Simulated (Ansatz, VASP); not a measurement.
One calculation of Hg, two programs

Contents of INCAR:

```
SYSTEM = Hg
ALGO = Normal
EDIFF = 1E-7
ENCUT = 520
GGA = PE
ISIF = 2
ISMEAR = -1
LASPH = .TRUE.
LCHARG = .FALSE.
LREAL = .FALSE.
LWAVE = .FALSE.
NBANDS = 12
NELM = 60
PREC = Accurate
SIGMA = 0.05
```

The input KPOINTS:

```
k-points
0
G
  9 9 9
  0 0 0
```

Contents of POSCAR:

```
Hg
1.0
    2.0494910000     -2.6827040000      0.0124440000
    2.1689850000      2.7776850000     -0.0081890000
   -2.0972170000     -0.0584490000      2.8507440000
Hg
1
Direct
   -0.0020890000     -0.0096620000     -0.0066110000
```

File input.yaml:

```yaml
crystal:
  lattice:
    - [2.049491, -2.682704, 0.012444]
    - [2.168985, 2.777685, -0.008189]
    - [-2.097217, -0.058449, 2.850744]
  atoms:
    - { symbol: Hg, position: [-0.002089, -0.009662, -0.006611] }
hamiltonian:
  xc: pbe
  pseudopotentials: { kind: paw }
kpoints:
  mp_grid: { grid: [9, 9, 9] }
scf:
  occupations: { method: fermi_dirac, width: 0.05 }
output:
  forces: true
  stress: true
  eigenvalues: true
```

Change from the starting cell: cell strained at random at fixed volume.

Alike in both runs: task single point; functional PBE; k mesh 9 × 9 × 9; occupations fermi-dirac, width 0.05 eV; no spin polarisation.

```csv
,VASP,Ansatz
version,VASP 6.6.1,Ansatz 0.2.0
potentials or method,"VASP PAW PBE potentials, release 64 (Hg)",Ansatz PAW
plane-wave cutoff (eV),520,420
valence electrons in the cell,12,20
```

|  | VASP | Ansatz | Ansatz less VASP |
| --- | --- | --- | --- |
| gap on the k mesh at the Fermi level (eV) | none | none | - |
| pressure (GPa) | -0.6 | -0.6 | -0.04 |
| largest component of the traceless stress (GPa) | 0.23 | 0.23 | -0.008 |

A gap of «none» marks a metal or a gap that the smearing closes. The two sets of potentials don't hold the same shells in valence.

The runs have no spin-orbit coupling, so splittings on Hg are missing.
